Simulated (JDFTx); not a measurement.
# KBr under changes of volume

One of the cells (35.937 Å³/atom); the others are scaled copies at fixed shape and fractional positions:

```
CELL_PARAMETERS angstrom
0.00000 3.30000 3.30000
3.30000 0.00000 3.30000
3.30000 3.30000 0.00000
ATOMIC_POSITIONS crystal
Br 0.50000 0.50000 0.50000
K 0.00000 0.00000 0.00000
```

| Item | Value |
| --- | --- |
| Program | JDFTx 1.7.0 (patched build) |
| Functional | r2SCAN |
| Potentials or basis | SG15-PBE-1.2 with smoothed tails |
| Cutoff | 1088 eV |
| Density cutoff | 8708 eV |
| k mesh | 6 × 6 × 6 |
| Occupations | fermi-dirac, width 0.05 eV |
| Spin | no spin polarisation |

```csv
volume (Å³/atom),energy over the lowest point (meV/atom),pressure (GPa),gap on the mesh (eV)
33.781,8.58,1.3,5.14
34.500,3.94,0.8,5.08
35.218,1.15,0.4,5.02
35.937,0.00,0.1,4.96
36.656,0.31,-0.2,4.91
37.374,?,?,?
38.093,4.70,-0.7,4.81
```

**Question.** What does the run at 37.374 Å³/atom give?

**Answer.** Energy over the lowest point 1.92 meV/atom; pressure -0.5 GPa; gap on the mesh 4.86 eV.

Worked out: A Birch-Murnaghan fit of order 3 (a polynomial in V^(-2/3)) to the other rows has its minimum at 36.13 Å³/atom with B0 = V·E''(V) = 15.9 GPa and B' = 4.8. It gives 1.92 meV/atom at 37.374 Å³/atom, against the run's 1.92, and -dE/dV = -0.5 GPa, against -0.5. A straight line through the other rows of the gap, of slope -2.76 eV per unit of ln V (its deformation potential), gives 4.86 eV, against the run's 4.86.

Caveats: the potentials were made for another functional, which shifts forces and pressure.

Spin-orbit coupling on Br is left out.
